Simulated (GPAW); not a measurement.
Runs of GPAW 26.7.0 on Y. It takes space group P6_3/mmc (No. 194, hexagonal). The conventional cell has a = 3.647 Å, b = 3.647 Å, c = 5.731 Å, α = 90.00°, β = 90.00°, γ = 120.00°. Around Y (site symmetry -6m2) lie 12 Y at 3.56 to 3.65 Å. 

```tsv
task	level	potentials or basis	spin	cell	band path	band points	spin axis theta (degrees)	spin axis phi (degrees)	optimizer	gap on the mesh (eV)	pressure (GPa)	relaxed volume (Å³/atom)
band structure	TASK	GPAW PAW data sets (gpaw-data 1.2.1), pw	SOC, no magnetisation	as given	GMKGALHA,LM,KH	100	90	0	-	-	5.0	-
relaxation of cell and atoms	PBEsol+D3	PAW data sets generated in the run's folder for this functional, pw	off	relaxed to 10 GPa	-	-	-	-	LBFGS	none	10.0	-
relaxation of cell and atoms	BLYP	PAW data sets generated in the run's folder for this functional, pw	off	relaxed	-	-	-	-	FIRE	none	0.0	33.75
band structure	WC	PAW data sets generated in the run's folder for this functional, pw	SOC, no magnetisation	as given	GMKGALHA,LM,KH	80	90	45	-	-	(a)	-
relaxation of cell and atoms	OLYP	PAW data sets generated in the run's folder for this functional, pw	off	relaxed	-	-	-	-	LBFGS	none	0.0	33.55
```

Alike in all rows: k mesh 6 × 6 × 4; cutoff (eV) 600; smearing fermi-dirac 0.05 eV.

Question: Fill in the values left out.

Answer: (a) -2.1.

Caveats: later steps reuse the first step's grids (some runs); spin-orbit coupling was added after a scalar SCF, so levels and gaps hold it while energy, forces, pressure and moments don't (some runs); this program's spin-orbit splittings come out too wide for heavy elements (some runs); the PAW data sets were made with another functional, which shifts forces and pressure a little (some runs); the volume moved by over 15 % at a fixed basis, so the end points are rough (some runs); pairwise dispersion overbinds metals, which lowers pressure and volume (some runs).

A k mesh can miss the band edges, and rows without SOC leave out spin-orbit coupling on Y.

A gap of «none» marks a metal or a gap under the smearing width.

Runs at the PBE level aren't shown here.
